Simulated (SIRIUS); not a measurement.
The system is SiC (Moissanite).

```xyz
4
Lattice="3.0760 0.0000 0.0000 -1.5380 2.6639 0.0000 0.0000 0.0000 5.0480" Properties=species:S:1:pos:R:3 pbc="T T T"
Si    1.5380    0.8880    2.5240
Si    0.0000    1.7759    0.0000
C     1.5380    0.8880    4.4675
C     0.0000    1.7759    1.9435
```

Base run:

```yaml
Program: SIRIUS 7.12.0
Functional: PBEsol
Potentials_or_basis: all-electron FP-LAPW
Cutoff: 325 eV
Basis: apw+lo standard
k_mesh: 10 × 10 × 5
Occupations: fermi-dirac, width 0.05 eV
Spin: no spin polarisation
```

Its results: band gap on the k mesh 2.33 eV, indirect (least direct gap 3.96 eV); largest force 0.747 eV/Å.

Problem. The run is repeated on the same cell with these changes: functional from PBEsol to PBE. What comes out?

Solution. Band gap on the k mesh 2.48 eV, indirect (least direct gap 4.08 eV); largest force 0.753 eV/Å.

Caveats: an odd mesh through Γ misses points on the zone boundary, where band edges often lie.
